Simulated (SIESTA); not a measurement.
This SIESTA 5.4.2 run on Si needs a look.

Contents of Si.fdf:

```
SystemName                      Si
SystemLabel                     Si
NumberOfSpecies                 1
NumberOfAtoms                   2
%block ChemicalSpeciesLabel
  1  14 Si
%endblock ChemicalSpeciesLabel

LatticeConstant                 1.0 Ang
%block LatticeVectors
    -1.6269149300     1.6269149300     1.3203298500
     1.6269149300    -1.6269149300     1.3203298500
     1.6269149300     1.6269149300    -1.3203298500
%endblock LatticeVectors
AtomicCoordinatesFormat         Ang
%block AtomicCoordinatesAndAtomicSpecies
     0.0000000000     0.0000000000     0.0000000000  1
%endblock AtomicCoordinatesAndAtomicSpecies

%block kgrid.MonkhorstPack
    9   0   0  0.0
    0   9   0  0.0
    0   0   9  0.0
%endblock kgrid.MonkhorstPack
XC.Functional                   GGA
XC.Authors                      PBE
PAO.BasisSize                   DZP
PAO.EnergyShift                 0.003 Ry
Mesh.Cutoff                     500 Ry
OccupationFunction              FD
ElectronicTemperature           0.05 eV
MaxSCFIterations                50
SCF.MustConverge                false
SCF.Mixer.Method                Pulay
SCF.Mixer.Weight                0.25
SCF.Mixer.History               8
SCF.DM.Tolerance                5.0e-05
SCF.H.Tolerance                 1.0e-03 eV
WriteForces                     true
Charge.Mulliken                 end
```

Potentials or basis: PseudoDojo 0.4 standard (PBE files), DZP (energy shift 0.003 Ry).

Command:

```bash
$ siesta Si.fdf > Si.out 2>&1
```

Si.out:

```text
Version         : 5.4.2

                           ***********************
                           *  WELCOME TO SIESTA  *
                           ***********************

 NOTE: Siesta V5 introduces some new defaults for basis-set generation
 NOTE: which might lead to slightly different numerical results.
 NOTE: Please see the manual for full details and compatibility measures.

[... 185 lines left out ...]
 n=3   1   2 P   1                   # n, l, Nzeta, Polarization, NzetaPol
   8.001      5.398
   1.000      1.000
%endblock PAO.Basis

prinput: ----------------------------------------------------------------------

coor:   Atomic-coordinates input format  =     Cartesian coordinates
coor:                                          (in Angstroms)
coor: ERROR in AtomicCoordinatesAndAtomicSpecies block
Stopping Program from Node:    0
coor: ERROR in AtomicCoordinatesAndAtomicSpecies block
Stopping Program from Node:    0
```

Question: What happened, and what is wrong with the input?

Answer: The program refused the input. The input holds a flaw that was put in on purpose: wrong number of atoms.
